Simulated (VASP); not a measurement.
Input of a VASP 6.6.1 run:

TiCo.cif

```cif
data_TiCo
_cell_length_a 2.98611099
_cell_length_b 2.98611099
_cell_length_c 2.98611099
_cell_angle_alpha 90.00000000
_cell_angle_beta 90.00000000
_cell_angle_gamma 90.00000000
_space_group_name_H-M_alt 'Pm-3m'
_space_group_name_Hall '-P 4 2 3'
_space_group_IT_number 221
loop_
_space_group_symop_operation_xyz
'x,y,z'
'-x,-y,-z'
'-y,x,z'
'y,-x,-z'
'-x,-y,z'
'x,y,-z'
'y,-x,z'
'-y,x,-z'
'x,-y,-z'
'-x,y,z'
'-y,-x,-z'
'y,x,z'
'-x,y,-z'
'x,-y,z'
'y,x,-z'
'-y,-x,z'
'z,x,y'
'-z,-x,-y'
'z,-y,x'
'-z,y,-x'
'z,-x,-y'
'-z,x,y'
'z,y,-x'
'-z,-y,x'
'-z,x,-y'
'z,-x,y'
'-z,-y,-x'
'z,y,x'
'-z,-x,y'
'z,x,-y'
'-z,y,x'
'z,-y,-x'
'y,z,x'
'-y,-z,-x'
'x,z,-y'
'-x,-z,y'
'-y,z,-x'
'y,-z,x'
'-x,z,y'
'x,-z,-y'
'-y,-z,x'
'y,z,-x'
'-x,-z,-y'
'x,z,y'
'y,-z,-x'
'-y,z,x'
'x,-z,y'
'-x,z,-y'
loop_
_atom_site_label
_atom_site_type_symbol
_atom_site_symmetry_multiplicity
_atom_site_Wyckoff_symbol
_atom_site_fract_x
_atom_site_fract_y
_atom_site_fract_z
_atom_site_occupancy
Co1 Co 1 b 0.5000000000 0.5000000000 0.5000000000 1
Ti1 Ti 1 a 0.0000000000 0.0000000000 0.0000000000 1
```

The input POSCAR:

```
Co Ti
 1.0000000000000000
     2.9861109899999998    0.0000000000000000    0.0000000000000000
     0.0000000000000000    2.9861109899999998    0.0000000000000000
     0.0000000000000000    0.0000000000000000    2.9861109899999998
 Co  Ti 
   1   1
Cartesian
  1.4930554949999999  1.4930554949999999  1.4930554949999999
  0.0000000000000000  0.0000000000000000  0.0000000000000000
```

File INCAR.step1:

```
PREC = Accurate ; ENCUT = 550
EDIFF = 1E-6 ; ISMEAR = -1
SIGMA = 0.02 ; LREAL = False
LASPH = True ; NELM = 100
ALGO = Fast ; ISIF = 2
LWAVE = False ; LCHARG = True
ISPIN = 2 ; MAGMOM = 2 1
LORBIT = 11 ; LMAXMIX = 4
GGA = 91
```

File KPOINTS.step1:

```
Automatic mesh
0
Gamma
  9 9 9
```

File INCAR.step2:

```
PREC = Accurate ; ENCUT = 550
EDIFF = 1E-6 ; ISMEAR = 0
SIGMA = 0.05 ; LREAL = False
LASPH = True ; NELM = 100
ALGO = Fast ; ISIF = 2
LWAVE = False ; LCHARG = False
ISPIN = 2 ; MAGMOM = 2 1
LORBIT = 11 ; LMAXMIX = 4
GGA = 91 ; ICHARG = 11
```

File KPOINTS.step2:

```
path GXMGRX,MR
20
line-mode
reciprocal
 0.0000000000  0.0000000000  0.0000000000  G
 0.0000000000  0.5000000000  0.0000000000  X

 0.0000000000  0.5000000000  0.0000000000  X
 0.5000000000  0.5000000000  0.0000000000  M

 0.5000000000  0.5000000000  0.0000000000  M
 0.0000000000  0.0000000000  0.0000000000  G

 0.0000000000  0.0000000000  0.0000000000  G
 0.5000000000  0.5000000000  0.5000000000  R

 0.5000000000  0.5000000000  0.5000000000  R
 0.0000000000  0.5000000000  0.0000000000  X

 0.5000000000  0.5000000000  0.0000000000  M
 0.5000000000  0.5000000000  0.5000000000  R
```

Potentials or basis: VASP PAW PBE potentials, release 64 (Co_GW, Ti_sv_GW).

Run with:

```sh
$ ase convert -i cif -o vasp TiCo.cif POSCAR
$ cat potpaw_PBE.64/Co_GW/POTCAR potpaw_PBE.64/Ti_sv_GW/POTCAR > POTCAR
$ cp INCAR.step1 INCAR
$ cp KPOINTS.step1 KPOINTS
$ mpirun -np 1 vasp_std > vasp.out
$ cp INCAR.step2 INCAR
$ cp KPOINTS.step2 KPOINTS
$ mpirun -np 1 vasp_std > vasp.out
```

Estimate the band gap along the path.

none (metal or under the smearing width).

Predict the net moment.

0.66 μB per cell.

Levels at the corners of the path, in eV from the Fermi level:
Spin up:
```
point  band 9  band 10  band 11  band 12  band 13  band 14
    Γ   -1.81    -1.81     0.51     0.51     2.61     2.61
    X   -1.91    -1.44    -0.78    -0.43     0.59     0.59
    X   -1.91    -1.44    -0.78    -0.43     0.59     0.59
    M   -1.26    -0.64     0.63     0.63     1.07     2.41
    M   -1.26    -0.64     0.63     0.63     1.07     2.41
    Γ   -1.81    -1.81     0.51     0.51     2.61     2.61
    Γ   -1.81    -1.81     0.51     0.51     2.61     2.61
    R   -2.14    -2.14    -1.23    -1.23     3.10     3.10
    R   -2.14    -2.14    -1.23    -1.23     3.10     3.10
    X   -1.91    -1.44    -0.78    -0.43     0.59     0.59
    M   -1.26    -0.64     0.63     0.63     1.07     2.41
    R   -2.14    -2.14    -1.23    -1.23     3.10     3.10
```
Spin down:
```
point  band 8  band 9  band 10  band 11  band 12  band 13
    Γ   -1.38   -1.38    -1.38     0.90     0.90     2.69
    X   -1.45   -1.45    -0.94    -0.85     0.41     0.60
    X   -1.45   -1.45    -0.94    -0.85     0.41     0.60
    M   -2.35   -0.22     0.12     0.61     0.61     1.21
    M   -2.35   -0.22     0.12     0.61     0.61     1.21
    Γ   -1.38   -1.38    -1.38     0.90     0.90     2.69
    Γ   -1.38   -1.38    -1.38     0.90     0.90     2.69
    R   -2.13   -2.13    -2.13    -0.19    -0.19     3.06
    R   -2.13   -2.13    -2.13    -0.19    -0.19     3.06
    X   -1.45   -1.45    -0.94    -0.85     0.41     0.60
    M   -2.35   -0.22     0.12     0.61     0.61     1.21
    R   -2.13   -2.13    -2.13    -0.19    -0.19     3.06
```

Caveat: the log is that of the step along the path at fixed density, whose energy, stress, charges and moments have no meaning.
